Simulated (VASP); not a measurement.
# PtS2 (P-3m1) in VASP: a series of runs, part 2 of 3

VASP 6.6.1. Earlier steps stand in the parts before.

## (3) Dielectric tensor, PBE

Input file INCAR:

```
  PREC = Accurate
  ENCUT = 400
  EDIFF = 1E-8
  ISMEAR = 0
  SIGMA = 0.01
  LREAL = False
  LASPH = True
  NELM = 100
  ALGO = Normal
  ISIF = 2
  LWAVE = False
  LCHARG = False
  GGA = PE
  LEPSILON = True
```

Input file KPOINTS:

```
regular mesh
0
Gamma
  5 5 3
```

Input file POSCAR:

```
PtS2
1.0
    3.5432000000      0.0000000000      0.0000000000
   -1.7716000000      3.0685012107      0.0000000000
    0.0000000000      0.0000000000      5.0388000000
Pt S
1 2
Direct
    0.0000000000      0.0000000000      0.0000000000
    0.6666666667      0.3333333333      0.7730000000
    0.3333333333      0.6666666667      0.2270000000
```

Potentials or basis: VASP PAW PBE potentials, release 64 (Pt, S).

Run with:

```bash
> cat potpaw_PBE.64/Pt/POTCAR potpaw_PBE.64/S/POTCAR > POTCAR
> mpirun -np 1 vasp_std > vasp.out
```

OUTCAR:

```text
PREC = Accurate
   ENCUT = 400
   EDIFF = 1E-8
   ISMEAR = 0
   LREAL = False
   LASPH = True
   NELM = 100
   ISIF = 2
   GGA = PE
   LEPSILON = True

 Found     12 irreducible k-points:

 Following reciprocal coordinates:
            Coordinates               Weight
  0.000000  0.000000  0.000000      1.000000
  0.200000  0.000000  0.000000      6.000000
  0.400000  0.000000  0.000000      6.000000
  0.200000  0.200000  0.000000      6.000000
  0.400000  0.200000  0.000000      6.000000
  0.000000  0.000000  0.333333      2.000000
   k-points           NKPTS =     12   k-points in BZ     NKDIM =     12   number of bands    NBANDS=     15
   number of dos      NEDOS =    301   number of ions     NIONS =      3
   total plane-waves  NPLWV =  20736
   dimension x,y,z NGX =    24 NGY =   24 NGZ =   36
   dimension x,y,z NGXF=    48 NGYF=   48 NGZF=   72
   ions per type =               1   2
   NGX,Y,Z   is equivalent  to a cutoff of  11.26, 11.26, 11.88 a.u.
   NGXF,Y,Z  is equivalent  to a cutoff of  22.52, 22.52, 23.76 a.u.
 SYSTEM =  unknown system
   PREC   = accura    normal or accurate (medium, high low for compatibility)
   ISTART =      0    job   : 0-new  1-cont  2-samecut
   ICHARG =      2    charge: 1-file 2-atom 10-const
   ISPIN  =      1    spin polarized calculation?
   LNONCOLLINEAR =      F non collinear calculations
   LSORBIT =      F    spin-orbit coupling
   LASPH  =      T    aspherical Exc in radial PAW
   ENCUT  =  400.0 eV  29.40 Ry    5.42 a.u.   5.78  5.78  8.22*2*pi/ulx,y,z
   NELM   =    100;   NELMIN=  2; NELMDL= -5     # of ELM steps
   EDIFF  = 0.1E-07   stopping-criterion for ELM
   LREAL  =      F    real-space projection
   EDIFFG = 0.1E-06   stopping-criterion for IOM
   NSW    =      0    number of steps for IOM
   IBRION =     -1    ionic relax: 0-MD 1-quasi-New 2-CG
   NFREE  =      0    steps in history (QN), initial steepest desc. (CG)
   ISIF   =      2    stress and relaxation
   ISYM   =      2    0-nonsym 1-usesym 2-fastsym
   POTIM  = 0.5000    time-step for ionic-motion
   TEBEG  =    0.0;   TEEND  =   0.0 temperature during run
   PSTRESS=    0.0 pullay stress
[... 186 lines left out ...]

 Free energy of the ion-electron system (eV)
  ---------------------------------------------------
  ---------------------------------------------------
  free energy    TOTEN  =        -2.79997522 eV

  energy without entropy =       -2.79997522

------------------------ aborting loop because EDIFF is reached ----------------------------------------

--------------------------------------- Ionic step        2  -------------------------------------------

------------------------ aborting loop because EDIFF is reached ----------------------------------------

--------------------------------------- Ionic step        3  -------------------------------------------

 Free energy of the ion-electron system (eV)
  ---------------------------------------------------
  ---------------------------------------------------
  free energy    TOTEN  =        -1.34936976 eV

  energy without entropy =       -1.34936976

------------------------ aborting loop because EDIFF is reached ----------------------------------------

 PIEZOELECTRIC TENSOR FIELD DIRECTION 3  (e Angst)
 -----------------------------------------------------------------------------
     0.00528  0.00000  0.00000           (  0.00010  0.00000  0.00000)
     0.00000  0.00528 -0.00000           (  0.00000  0.00010  0.00000)
     0.00000 -0.00000 -0.01038           (  0.00000  0.00000  0.00003)

 PIEZOELECTRIC TENSOR FIELD DIRECTION 3  (C/m^2)
 -----------------------------------------------------------------------------
     0.00155  0.00000  0.00000
     0.00000  0.00155 -0.00000
     0.00000 -0.00000 -0.00304

 MACROSCOPIC STATIC DIELECTRIC TENSOR (including local field effects in DFT)
 ------------------------------------------------------
          18.143496    -0.000000     0.000000
           0.000000    18.143496     0.000000
           0.000000     0.000000     9.505627
 ------------------------------------------------------

 PIEZOELECTRIC TENSOR (including local field effects)  for field in x, y, z        (e  Angst)
          XX          YY          ZZ          XY          YZ          ZX
  --------------------------------------------------------------------------------
  x     0.00000     0.00000     0.00000     0.00000     0.00000     0.00000
  y     0.00000     0.00000     0.00000     0.00000     0.00000     0.00000
  z     0.00000     0.00000     0.00000     0.00000     0.00000     0.00000

 PIEZOELECTRIC TENSOR (including local field effects)  for field in x, y, z        (C/m^2)
          XX          YY          ZZ          XY          YZ          ZX
  --------------------------------------------------------------------------------
  x     0.00000     0.00000     0.00000     0.00000     0.00000     0.00000
  y     0.00000     0.00000     0.00000     0.00000     0.00000     0.00000
  z     0.00000     0.00000     0.00000     0.00000     0.00000     0.00000

 BORN EFFECTIVE CHARGES (including local field effects) (in |e|, cummulative output)
 ---------------------------------------------------------------------------------
 ion    1
    1     2.82402     0.00000     0.00000
    2     0.00000     2.82402     0.00000
    3     0.00000     0.00000    -0.63237
 ion    2
    1    -1.41201     0.00000    -0.00000
    2     0.00000    -1.41201     0.00000
    3     0.00000     0.00000     0.31619
 ion    3
    1    -1.41201     0.00000    -0.00000
    2     0.00000    -1.41201     0.00000
    3    -0.00000     0.00000     0.31619
```

OSZICAR:

```text
[... 13 lines left out ...]
RMM:   7    -0.134889549352E+01   -0.18675E-02   -0.14970E-04   588   0.732E-02    0.222E-02
RMM:   8    -0.134893693759E+01   -0.41444E-04   -0.71831E-06   598   0.187E-02    0.104E-02
RMM:   9    -0.134931176938E+01   -0.37483E-03   -0.90176E-06   588   0.940E-03    0.184E-03
RMM:  10    -0.134935779007E+01   -0.46021E-04   -0.35183E-05   614   0.252E-03    0.113E-03
RMM:  11    -0.134935680167E+01    0.98839E-06   -0.19277E-05   618   0.793E-04    0.500E-04
RMM:  12    -0.134937158720E+01   -0.14786E-04    0.23840E-06   597   0.542E-04    0.104E-04
RMM:  13    -0.134936941571E+01    0.21715E-05    0.31585E-06   451   0.124E-04    0.283E-05
RMM:  14    -0.134936989145E+01   -0.47573E-06    0.50480E-07   268   0.877E-05    0.108E-05
RMM:  15    -0.134936975679E+01    0.13465E-06   -0.34731E-07   188   0.805E-05    0.225E-06
```

It took 54 s on 1 thread of Intel Xeon Platinum 8488C (Sapphire Rapids), shared host; peak memory 0.18 GiB.

These settings aren't checked as converged: the numbers below hold their error.

Results:

* Band gap on the k mesh: 1.32 eV, indirect (least direct gap 1.42 eV)
* Electronic dielectric tensor (diagonal): 18.14, 18.14, 9.51
* Born charges (mean of the diagonal): Pt +1.67; S -0.84 e

Caveat: spin-orbit coupling is left out, which moves the levels of the heavy elements; an odd mesh through Γ misses points on the zone boundary, where band edges often lie.

## (4) Dielectric tensor, PBE

Edit INCAR of step 3 so:

```diff
@@ -1,3 +1,3 @@
   PREC = Accurate
-  ENCUT = 400
+  ENCUT = 520
   EDIFF = 1E-8
```

KPOINTS is that of step 3.

POSCAR is that of step 3.

Potentials or basis: VASP PAW PBE potentials, release 64 (Pt, S).

Run with:

```bash
> cat potpaw_PBE.64/Pt/POTCAR potpaw_PBE.64/S/POTCAR > POTCAR
> mpirun -np 1 vasp_std > vasp.out
```

OUTCAR:

```text
PREC = Accurate
   ENCUT = 520
   EDIFF = 1E-8
   ISMEAR = 0
   LREAL = False
   LASPH = True
   NELM = 100
   ISIF = 2
   GGA = PE
   LEPSILON = True

 Found     12 irreducible k-points:

 Following reciprocal coordinates:
            Coordinates               Weight
  0.000000  0.000000  0.000000      1.000000
  0.200000  0.000000  0.000000      6.000000
  0.400000  0.000000  0.000000      6.000000
  0.200000  0.200000  0.000000      6.000000
  0.400000  0.200000  0.000000      6.000000
  0.000000  0.000000  0.333333      2.000000
   k-points           NKPTS =     12   k-points in BZ     NKDIM =     12   number of bands    NBANDS=     15
   number of dos      NEDOS =    301   number of ions     NIONS =      3
   total plane-waves  NPLWV =  31360
[... 252 lines left out ...]
 ------------------------------------------------------
          18.139635     0.000000     0.000000
           0.000000    18.139635     0.000000
           0.000000     0.000000     9.503062
 ------------------------------------------------------

 PIEZOELECTRIC TENSOR (including local field effects)  for field in x, y, z        (e  Angst)
          XX          YY          ZZ          XY          YZ          ZX
  --------------------------------------------------------------------------------
  x     0.00000     0.00000     0.00000     0.00000     0.00000     0.00000
  y     0.00000     0.00000     0.00000     0.00000     0.00000     0.00000
  z     0.00000     0.00000     0.00000     0.00000     0.00000     0.00000

 PIEZOELECTRIC TENSOR (including local field effects)  for field in x, y, z        (C/m^2)
          XX          YY          ZZ          XY          YZ          ZX
  --------------------------------------------------------------------------------
  x     0.00000     0.00000     0.00000     0.00000     0.00000     0.00000
  y     0.00000     0.00000     0.00000     0.00000     0.00000     0.00000
  z     0.00000     0.00000     0.00000     0.00000     0.00000     0.00000

 BORN EFFECTIVE CHARGES (including local field effects) (in |e|, cummulative output)
 ---------------------------------------------------------------------------------
 ion    1
    1     2.82351     0.00000     0.00000
    2     0.00000     2.82351     0.00000
    3     0.00000    -0.00000    -0.63269
 ion    2
    1    -1.41175     0.00000     0.00000
    2     0.00000    -1.41175     0.00000
    3     0.00000    -0.00000     0.31635
 ion    3
    1    -1.41175     0.00000     0.00000
    2     0.00000    -1.41175     0.00000
    3     0.00000    -0.00000     0.31635
```

Wall time 99 s (1 thread of Intel Xeon Platinum 8488C (Sapphire Rapids), shared host); peak memory 0.22 GiB.

The run converged, but some of its settings lie outside the range that counts as converged, so its numbers aren't taken as properties of the crystal.

What came out:

```yaml
Band_gap_on_the_k_mesh: 1.32 eV, indirect (least direct gap 1.42 eV)
Electronic_dielectric_tensor_diagonal: 18.14, 18.14, 9.50
Born_charges_mean_of_the_diagonal: Pt +1.67; S -0.84 e
```

Caveat: spin-orbit coupling is left out, which moves the levels of the heavy elements; an odd mesh through Γ misses points on the zone boundary, where band edges often lie.

(Part 2 of 3 ends here.)
